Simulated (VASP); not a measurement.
# LiH (Pm-3m) in VASP: equation of state, part 2 of 2

VASP 6.6.1. Earlier steps stand in the parts before.

## Step 4: Equation of state, PBE, 7.72 Å³/atom (volume scaled by 0.98)

The input, INCAR:

```
SYSTEM = LiH
PREC = Accurate ; ENCUT = 520
EDIFF = 1E-7 ; ISMEAR = -1
SIGMA = 0.05 ; LREAL = .FALSE.
LASPH = .TRUE. ; NELM = 60
ALGO = Normal ; ISIF = 2
LWAVE = .FALSE. ; LCHARG = .FALSE.
GGA = PE ; NBANDS = 9
```

The input, KPOINTS:

```
Automatic mesh
0
G
  11 11 11
  0 0 0
```

The input, POSCAR:

```
LiH
1.0
    2.4901640568      0.0000000000      0.0000000000
    0.0000000000      2.4901640568      0.0000000000
    0.0000000000      0.0000000000      2.4901640568
Li H
1 1
Direct
    0.5000000000      0.5000000000      0.5000000000
    0.0000000000      0.0000000000      0.0000000000
```

The run is started by

```bash
> cat potpaw_PBE.64/Li_sv/POTCAR potpaw_PBE.64/H/POTCAR > POTCAR
> mpirun -np 1 vasp_std > vasp.out
```

Run time: 6.2 s. Hardware: 1 thread of Intel Xeon Platinum 8259CL at 2.50GHz (Skylake/Cascade Lake), shared host; peak memory 0.12 GiB.

It converged, with:

- Free energy: -5.6593 eV
- Band gap on the k mesh: 1.17 eV, indirect (least direct gap 4.71 eV)

Caveat: the cutoff is under 1.25 times the usual one of these potentials, so pressure, stress and relaxed cells hold a basis-set (Pulay) error; an odd mesh through Γ misses points on the zone boundary, where band edges often lie.

## Step 5: Equation of state, PBE, 8.04 Å³/atom (volume scaled by 1.02)

The input, INCAR:

```
PREC     = Accurate       # precision mode
ENCUT    = 520            # plane-wave cutoff, eV
EDIFF    = 1E-7           # SCF threshold, eV
ISMEAR   = -1             # smearing method
SIGMA    = 0.05           # smearing width, eV
LREAL    = False          # projectors in reciprocal space
LASPH    = True           # aspherical terms in the spheres
NELM     = 60             # most SCF steps
ALGO     = Normal         # electronic algorithm
ISIF     = 2              # what is computed and relaxed
LWAVE    = False          # write WAVECAR
LCHARG   = False          # write CHGCAR
GGA      = PE             # functional
NBANDS   = 9              # bands
```

The input, KPOINTS:

```
Automatic mesh
0
Gamma
  11 11 11
```

The input, POSCAR:

```
LiH
1.0
    2.5235930666      0.0000000000      0.0000000000
    0.0000000000      2.5235930666      0.0000000000
    0.0000000000      0.0000000000      2.5235930666
Li H
1 1
Direct
    0.5000000000      0.5000000000      0.5000000000
    0.0000000000      0.0000000000      0.0000000000
```

The run is started by

```bash
> cat potpaw_PBE.64/Li_sv/POTCAR potpaw_PBE.64/H/POTCAR > POTCAR
> mpirun -np 1 vasp_std > vasp.out
```

Run time: 6.2 s. Hardware: 1 thread of Intel Xeon Platinum 8259CL at 2.50GHz (Skylake/Cascade Lake), shared host; peak memory 0.12 GiB.

Results (log left out):

| Item | Value |
| --- | --- |
| Free energy | -5.6595 eV |
| Band gap on the k mesh | 1.16 eV, indirect (least direct gap 4.65 eV) |

Caveat: the cutoff is under 1.25 times the usual one of these potentials, so pressure, stress and relaxed cells hold a basis-set (Pulay) error; an odd mesh through Γ misses points on the zone boundary, where band edges often lie.

## Step 6: Equation of state, PBE, 8.19 Å³/atom (volume scaled by 1.04)

The input, INCAR:

```
SYSTEM = LiH
ALGO     = Normal         ! electronic algorithm
EDIFF    = 1E-7           ! SCF threshold, eV
ENCUT    = 520            ! plane-wave cutoff, eV
GGA      = PE             ! functional
ISIF     = 2              ! what is computed and relaxed
ISMEAR   = -1             ! smearing method
LASPH    = .True.         ! aspherical terms in the spheres
LCHARG   = .False.        ! write CHGCAR
LREAL    = .False.        ! projectors in reciprocal space
LWAVE    = .False.        ! write WAVECAR
NBANDS   = 9              ! bands
NELM     = 100            ! most SCF steps
PREC     = Accurate       ! precision mode
SIGMA    = 0.05           ! smearing width, eV
```

The input, KPOINTS:

```
k-points
0
Gamma
  11 11 11
  0 0 0
```

The input, POSCAR:

```
LiH
1.0
    2.5399804938      0.0000000000      0.0000000000
    0.0000000000      2.5399804938      0.0000000000
    0.0000000000      0.0000000000      2.5399804938
Li H
1 1
Direct
    0.5000000000      0.5000000000      0.5000000000
    0.0000000000      0.0000000000      0.0000000000
```

Potentials or basis: VASP PAW PBE potentials, release 64 (Li_sv, H).

The run is started by

```bash
> cat potpaw_PBE.64/Li_sv/POTCAR potpaw_PBE.64/H/POTCAR > POTCAR
> mpirun -np 1 vasp_std > vasp.out
```

OUTCAR:

```text
SYSTEM = LiH
   EDIFF = 1E-7
   ENCUT = 520
   GGA = PE
   ISIF = 2
   ISMEAR = -1
   LASPH = .True.
   LREAL = .False.
   NELM = 100
   PREC = Accurate

 Found     56 irreducible k-points:

 Following reciprocal coordinates:
            Coordinates               Weight
  0.000000  0.000000  0.000000      1.000000
  0.090909  0.000000  0.000000      6.000000
  0.181818  0.000000  0.000000      6.000000
  0.272727  0.000000  0.000000      6.000000
  0.363636  0.000000  0.000000      6.000000
  0.454545  0.000000  0.000000      6.000000
   k-points           NKPTS =     56   k-points in BZ     NKDIM =     56   number of bands    NBANDS=      9
   number of dos      NEDOS =    301   number of ions     NIONS =      2
   total plane-waves  NPLWV =   8000
   dimension x,y,z NGX =    20 NGY =   20 NGZ =   20
   dimension x,y,z NGXF=    40 NGYF=   40 NGZF=   40
   ions per type =               1   1
   NGX,Y,Z   is equivalent  to a cutoff of  13.09, 13.09, 13.09 a.u.
   NGXF,Y,Z  is equivalent  to a cutoff of  26.18, 26.18, 26.18 a.u.
 SYSTEM =  LiH
   PREC   = accura    normal or accurate (medium, high low for compatibility)
   ISTART =      0    job   : 0-new  1-cont  2-samecut
   ICHARG =      2    charge: 1-file 2-atom 10-const
   ISPIN  =      1    spin polarized calculation?
   LNONCOLLINEAR =      F non collinear calculations
   LSORBIT =      F    spin-orbit coupling
[... 64 lines left out ...]
      4      14.9353      0.00000
      5      14.9353      0.00000
      6      15.2796      0.00000
      7      18.0276      0.00000
      8      18.0276      0.00000
      9      34.0513      0.00000
[... 49 lines left out ...]
 k-point     6 :       0.4545    0.0000    0.0000
  band No.  band energies     occupation
      1     -44.7735      2.00000
      2      -3.1696      2.00000
      3       4.1152      0.00001
      4      14.3361      0.00000
      5      18.8390      0.00000
      6      18.8390      0.00000
      7      22.6888      0.00000
      8      22.9151      0.00000
      9      22.9151      0.00000

 [... further k-points ...]

------------------------ aborting loop because EDIFF is reached ----------------------------------------

  FORCE on cell =-STRESS in cart. coord.  units (eV):
  Direction    XX          YY          ZZ          XY          YZ          ZX
  --------------------------------------------------------------------------------------
  -------------------------------------------------------------------------------------
  Total       -0.1513766     -0.1513766     -0.1513766     -0.0000000     -0.0000000      0.0000000
  in kB      -14.8005623    -14.8005623    -14.8005623     -0.0000000     -0.0000000      0.0000000
  external PRESSURE =     -14.8005623 kB  Pullay stress =       0.0000000 kB

 VOLUME and BASIS-vectors are now :
 -----------------------------------------------------------------------------
  energy-cutoff  :      520.00
  volume of cell :       16.39
      direct lattice vectors                 reciprocal lattice vectors
     2.539980494  0.000000000  0.000000000     0.393703811  0.000000000  0.000000000
     0.000000000  2.539980494  0.000000000     0.000000000  0.393703811  0.000000000
     0.000000000  0.000000000  2.539980494     0.000000000  0.000000000  0.393703811

 POSITION                                       TOTAL-FORCE (eV/Angst)
 -----------------------------------------------------------------------------------
      1.26999      1.26999      1.26999         0.000000      0.000000      0.000000
      0.00000      0.00000      0.00000         0.000000      0.000000      0.000000
 -----------------------------------------------------------------------------------
    total drift:                               -0.000000      0.000000      0.000000

  FREE ENERGIE OF THE ION-ELECTRON SYSTEM (eV)
  ---------------------------------------------------
  free  energy   TOTEN  =        -5.6575945669 eV

  energy  without entropy=       -5.6575943666  energy(sigma->0) =       -5.65759447
```

OSZICAR:

```text
N       E                     dE             d eps       ncg     rms          rms(c)
DAV:   1     0.410570006780E+01    0.41057E+01   -0.17532E+03  1024   0.389E+02
DAV:   2    -0.570513672360E+01   -0.98108E+01   -0.97665E+01  1452   0.707E+01
DAV:   3    -0.591193197873E+01   -0.20680E+00   -0.20615E+00  1117   0.101E+01
DAV:   4    -0.591952143707E+01   -0.75895E-02   -0.75886E-02  1381   0.110E+00
DAV:   5    -0.591956796854E+01   -0.46531E-04   -0.46531E-04  1144   0.737E-02    0.280E+00
DAV:   6    -0.572406108722E+01    0.19551E+00   -0.16724E-01  1156   0.121E+00    0.138E+00
DAV:   7    -0.565643697355E+01    0.67624E-01   -0.21342E-01  1154   0.151E+00    0.224E-01
DAV:   8    -0.565766864571E+01   -0.12317E-02   -0.47221E-03  1193   0.452E-01    0.536E-02
DAV:   9    -0.565759488505E+01    0.73761E-04   -0.30537E-04  1315   0.578E-02    0.776E-03
DAV:  10    -0.565759448114E+01    0.40391E-06   -0.77593E-06  1143   0.205E-02    0.293E-03
DAV:  11    -0.565759456691E+01   -0.85771E-07   -0.17770E-07  1344   0.306E-03
   1 F= -.56575946E+01 E0= -.56575945E+01  d E =-.200320E-06
```

It took 5.9 s on 1 thread of Intel Xeon Platinum 8259CL at 2.50GHz (Skylake/Cascade Lake), shared host; peak memory 0.12 GiB.

What came out:

| Quantity | Value |
| --- | --- |
| Free energy | -5.6576 eV |
| Band gap on the k mesh | 1.16 eV, indirect (least direct gap 4.63 eV) |

Caveat: the cutoff is under 1.25 times the usual one of these potentials, so pressure, stress and relaxed cells hold a basis-set (Pulay) error; an odd mesh through Γ misses points on the zone boundary, where band edges often lie.

## Step 7: Equation of state, PBE, 8.35 Å³/atom (volume scaled by 1.06)

The input, INCAR:

```
PREC = Accurate
ENCUT = 520
EDIFF = 1E-7
ISMEAR = -1
SIGMA = 0.05
LREAL = False
LASPH = True
NELM = 100
ALGO = Normal
ISIF = 2
LWAVE = False
LCHARG = False
GGA = PE
NBANDS = 9
```

The input, KPOINTS:

```
regular mesh
0
Gamma
  11 11 11
```

The input, POSCAR:

```
LiH
1.0
    2.5561591497      0.0000000000      0.0000000000
    0.0000000000      2.5561591497      0.0000000000
    0.0000000000      0.0000000000      2.5561591497
Li H
1 1
Direct
    0.5000000000      0.5000000000      0.5000000000
    0.0000000000      0.0000000000      0.0000000000
```

The run is started by

```bash
> cat potpaw_PBE.64/Li_sv/POTCAR potpaw_PBE.64/H/POTCAR > POTCAR
> mpirun -np 1 vasp_std > vasp.out
```

Wall time 6.5 s (1 thread of Intel Xeon Platinum 8259CL at 2.50GHz (Skylake/Cascade Lake), shared host); peak memory 0.12 GiB.

The run converged. Its results:

```
Free energy            : -5.6546 eV
Band gap on the k mesh : 1.16 eV, indirect (least direct gap 4.61 eV)
```

Caveat: the cutoff is under 1.25 times the usual one of these potentials, so pressure, stress and relaxed cells hold a basis-set (Pulay) error; an odd mesh through Γ misses points on the zone boundary, where band edges often lie.

## Step 8: Equation of state, PBE

Potentials or basis: VASP PAW PBE potentials, release 64 (Li_sv, H).

No new run: the results of the series are fitted here.

Results:

```
Equilibrium volume                      : 7.89 Å³/atom
Bulk modulus                            : 35 GPa
Pressure derivative of the bulk modulus : 3.5 (rough: it moves with the points fitted)
```

Energy against volume, from the lowest point:
```tsv
volume (Å³/atom)	energy (meV/atom)
7.406	3.56
7.563	1.55
7.721	0.41
7.878	0.00
8.036	0.30
8.193	1.26
8.351	2.78
```

Caveat: the cutoff is under 1.25 times the usual one of these potentials, so pressure, stress and relaxed cells hold a basis-set (Pulay) error.
